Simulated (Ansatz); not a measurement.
An Ansatz input:

```yaml
crystal:
  lattice:
    - [2.0783945695, 1.1999616642, 1.9747386895]
    - [-2.0783945695, 1.1999616642, 1.9747386895]
    - [0.0, -2.3999233284, 1.9747386895]
  atoms:
    - { symbol: Hg, position: [0.0, 1.0, 0.0] }
hamiltonian:
  xc: pbe0
  pseudopotentials:
    kind: paw
    azcp:
      Hg: "pseudopotentials/Hg.paw.azcp"
basis:
  ecutwfc: 420
  fft_grid_basis: typed
kpoints:
  mp_grid: { grid: [5, 5, 5], shift: [0, 0, 0] }
magnetization:
  spin_polarized: false
scf:
  occupations: { method: fermi_dirac, width: 0.1 }
```

Output

```
Engine: ansatz 0.2.0, x86_64-unknown-linux-gnu
Pseudopotentials: kind: paw
Pseudopotential: Hg, paw, valence charge 20, recommended cutoff 420 eV (normal) 
Functional definition: PBE0
  parameter a = 0.25
  parameter kappa = 0.804
  parameter beta = 0.06672455060314922
  exchange = (1 - a)*pbe_x(kappa = kappa, mu = beta*pi^2/3) + a*exact_x
  correlation = pbe_c(beta = beta)
Crystal: 1 atoms, lattice volume = 29.550 Å³
Basis set: ecut = 420 eV, 559 PW (Γ)
Bands: 14, of which v1, the nominal top of the filled ones, is band 10 counted from 1 (9 counted from 0)
Symmetry: 12 space group operations
Space group: R-3m (ITA 166), of the structure as read, at distance tolerance 3.1e-5 Å
k-points: 19 of 125
Non-local potential: Hg, projectors of the file, l = 0: 3, l = 1: 2, l = 2: 2, l = 3: 1
PAW form: soft (Blöchl's): semilocal exchange-correlation on the pseudo side does not see the compensation charge
PAW frozen core: Hg, regenerated for the run's functional, and the local potential with it (the file was generated under x = pbe(κ = 0.804, μ = 0.2195149727645171), c = pbe(β = 0.06672455060314922))
PAW one-centre angular grid: Hg, 590 points (default); XC on 64 Gauss nodes
Initial density: superposition of atomic densities (neutral atoms: chi_scale 0, normalization atom), corrected by the library's trained network
Initial wavefunctions: pseudopotential atomic-orbital guess
Functional: x = pbe(κ = 0.804, μ = 0.2195149727645171), c = pbe(β = 0.06672455060314922), warm-up for x = 0.75 pbe(κ = 0.804, μ = 0.2195149727645171) + 0.25 exact, c = pbe(β = 0.06672455060314922)
SCF iter   1: F=—  HF=-13813.470946 eV  |F-HF|=—  |Δ(HF+E_count)|=         —  Δρ=4.04e-3  dr2=4.06e-3  ethr=1.77e-3  ⟨swp⟩=9.8  Hψ=1217  notcnv=0
iter 2 solved again at ethr=1.24e-6 eV; its pass at ethr=2.03e-5 eV (dr2=2.49e-4 eV) is discarded
SCF iter   2: F=—  HF=-13813.469837 eV  |F-HF|=—  |Δ(HF+E_count)|=   1.11e-3  Δρ=7.91e-4  dr2=2.47e-4  ethr=1.24e-6  ⟨swp⟩=2.0  Hψ=1097  notcnv=0
SCF iter   3: F=—  HF=-13813.469782 eV  |F-HF|=—  |Δ(HF+E_count)|=   5.52e-5  Δρ=2.48e-4  dr2=1.37e-5  ethr=1.24e-6  ⟨swp⟩=3.0  Hψ=569  notcnv=0
SCF iter   4: F=—  HF=-13813.469802 eV  |F-HF|=—  |Δ(HF+E_count)|=   1.94e-5  Δρ=1.90e-5  dr2=9.47e-8  ethr=6.83e-8  ⟨swp⟩=2.0  Hψ=977  notcnv=0
SCF iter   5: F=—  HF=-13813.469802 eV  |F-HF|=—  |Δ(HF+E_count)|=   2.30e-7  Δρ=2.92e-6  dr2=1.53e-9  ethr=4.73e-10  ⟨swp⟩=3.1  Hψ=579  notcnv=0
SCF iter   6: F=-13813.469802 eV  HF=-13813.469802 eV  |F-HF|=1.82e-12  |Δ(HF+E_count)|=   1.18e-9  Δρ=2.40e-7  dr2=1.29e-11  ethr=7.67e-12  ⟨swp⟩=3.0  Hψ=578  notcnv=0
SCF 1 converged in 6 iterations: F = -13813.469802 eV  dr2 = 1.29e-11
Initial density: handed on by an earlier stage of this run
Initial wavefunctions: those handed on with the density
Functional: x = 0.75 pbe(κ = 0.804, μ = 0.2195149727645171) + 0.25 exact, c = pbe(β = 0.06672455060314922)
Frozen-core exchange: fock
iter 1 solved again at ethr=9.71e-5 eV; its pass at ethr=1.00e-1 eV (dr2=1.94e-2 eV) is discarded
SCF iter   1: F=—  HF=-13813.766991 eV  |F-HF|=—  |Δ(HF+E_count)|=         —  Δρ=8.84e-3  dr2=1.93e-2  ethr=9.71e-5  ⟨swp⟩=3.7  Hψ=1132  notcnv=0
SCF iter   2: F=—  HF=-13813.764159 eV  |F-HF|=—  |Δ(HF+E_count)|=   2.83e-3  Δρ=3.70e-3  dr2=1.10e-3  ethr=9.24e-5  ⟨swp⟩=2.9  Hψ=532  notcnv=0
SCF iter   3: F=—  HF=-13813.764467 eV  |F-HF|=—  |Δ(HF+E_count)|=   3.07e-4  Δρ=1.66e-3  dr2=3.28e-4  ethr=5.26e-6  ⟨swp⟩=3.0  Hψ=578  notcnv=0
SCF iter   4: F=—  HF=-13813.764382 eV  |F-HF|=—  |Δ(HF+E_count)|=   8.49e-5  Δρ=6.65e-4  dr2=7.81e-5  ethr=1.61e-6  ⟨swp⟩=3.0  Hψ=578  notcnv=0
SCF iter   5: F=—  HF=-13813.764383 eV  |F-HF|=—  |Δ(HF+E_count)|=   1.33e-6  Δρ=2.70e-4  dr2=1.24e-5  ethr=3.70e-7  ⟨swp⟩=3.0  Hψ=548  notcnv=0
SCF iter   6: F=-13813.764383 eV  HF=-13813.764383 eV  |F-HF|=4.85e-7  |Δ(HF+E_count)|=   3.07e-8  Δρ=6.80e-5  dr2=7.66e-7  ethr=5.90e-8  ⟨swp⟩=3.1  Hψ=628  notcnv=0
SCF 2 stopped early in 6 iterations: F = -13813.764383 eV  dr2 = 7.66e-7
hybrid outer 1: dexx = +5.727e-3 eV, tail = 2.40e-5 eV
Frozen-core exchange: fock
SCF iter   1: F=—  HF=-13813.764510 eV  |F-HF|=—  |Δ(HF+E_count)|=         —  Δρ=8.00e-5  dr2=9.90e-7  ethr=5.99e-7  ⟨swp⟩=4.0  Hψ=696  notcnv=0
iter 2 solved again at ethr=3.87e-10 eV; its pass at ethr=4.91e-9 eV (dr2=7.74e-8 eV) is discarded
SCF iter   2: F=-13813.764510 eV  HF=-13813.764510 eV  |F-HF|=5.23e-8  |Δ(HF+E_count)|=   2.71e-7  Δρ=3.50e-5  dr2=8.02e-8  ethr=3.87e-10  ⟨swp⟩=2.2  Hψ=1019  notcnv=0  defer=3
SCF 3 converged in 2 iterations: F = -13813.764510 eV  dr2 = 8.02e-8
hybrid outer 2: dexx = +2.891e-7 eV, tail = 2.29e-7 eV, Δε = 1.60e-3 eV (about 1.65e-4 eV left of the loop's levels)
hybrid SCF converged: 2 outer / 8 inner (+6 warm-up), last move |dexx| = 2.89e-7 eV, tail = 2.29e-7 eV
Stability not checked: this state was not tested for a lower state beside it, because the functional holds exact exchange (a hybrid, or Hartree-Fock), whose exchange loop this test does not read (fock_operator; see scf.lower_state_search)
Free energy (F): -13813.764510 eV
Frozen-core exchange: fock
Harris-Foulkes:  -13813.764510 eV  (|F-HF|=5.23e-8)
Internal energy: -13813.762978 eV  (E = F + TS)
E sigma→0 (E₀):  -13813.763744 eV
Entropy (-TS):   -0.001532 eV (-1.532 meV/atom)
Fermi energy:    11.449302 eV
--- Per-component energies (eV) ---
  E_band       = -518.019340
  E_kinetic    = 604.135632
  E_local      = -2926.006684  (includes V_loc(G=0)·N_el)
  E_nonlocal   = 74.783696
  E_hartree    = 1248.503117
  E_xc         = -169.497341
  E_vxc        = -201.496940  (∫ρ·V_xc dr)
  E_exx        = -85.694045  (= α·E_x^exact, valence–valence)
  E_paw        = -9910.542419  (= ΣΔE_a)
  E_vpaw       = -395.051087  (= ΣTr[D̂ρ^β])
  E_aug_tail   = 0.000930  (compensation charges beyond the density's cutoff)
  E_ewald      = -2647.598322
  E_core_change = -1.847540  (= ΣΔE_core)
  E_smearing   = -0.001532  (= −TS)
  E_closure    = -0.000000  (closes the sum)
  Σ components = -13813.764510   (vs F -13813.764510, Δ=-1.82e-12)
--- Band table (eV; the first three rows and the last of 19) ---
  k-point 0: bands = ["-109.2282", "-56.3918", "-56.3870", "-56.3870", "1.4533", "1.4533", "1.7789", "3.1753", "3.1753", "3.2213", "21.6177", "21.6177"]
  k-point 1: bands = ["-109.2279", "-56.4019", "-56.3885", "-56.3860", "1.4997", "1.6504", "2.7400", "2.9881", "3.0518", "3.2106", "16.9788", "22.4702"]
  k-point 2: bands = ["-109.2275", "-56.4215", "-56.3871", "-56.3844", "1.5673", "1.8413", "2.7129", "2.8157", "3.2238", "5.7502", "11.0229", "23.8632"]
  k-point 18: bands = ["-109.2261", "-56.4278", "-56.4115", "-56.4114", "1.9286", "2.0280", "2.1141", "3.4654", "3.5207", "12.1338", "15.2723", "17.2460"]
  guard bands above this table: 2 of the run's 14 bands. The solve was not asked for them (output.publish_guard_bands: true or output.eigenvalues: true publishes all)
```
